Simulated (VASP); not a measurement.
Runs of VASP 6.6.1 on LiH. The structure is cubic, space group Pm-3m (No. 221). Conventional cell: a = 2.507 Å, b = 2.507 Å, c = 2.507 Å, α = 90.00°, β = 90.00°, γ = 90.00°. Around Li (site symmetry m-3m) lie 8 H at 2.17 Å. Around H (site symmetry m-3m) lie 8 Li at 2.17 Å. The cell was built by a generator and needn't be a form met in nature.

```tsv
potentials or basis	pressure (GPa)
VASP PAW PBE potentials, release 64 (Li_GW, H_GW)	(a)
VASP PAW PBE potentials, release 54 (Li, H)	0.2
VASP PAW PBE potentials, release 64 (Li_sv, H_h)	-0.2
VASP PAW PBE potentials, release 64 (Li_sv, H)	-0.1
VASP PAW PBE potentials, release 54 (Li_sv, H)	-0.1
VASP PAW PBE potentials, release 64 (Li, H)	0.2
VASP PAW PBE potentials, release 64 (Li_sv, H_s)	-0.1
```

Alike in all rows: task band structure; level PBE; no spin polarisation; cell as given; k mesh 11 × 11 × 11; cutoff (eV) 900; smearing fermi-dirac 0.05 eV.

Problem. Fill in the values left out.

Solution. (a) 0.1.

The runs don't all hold the same shells in valence.
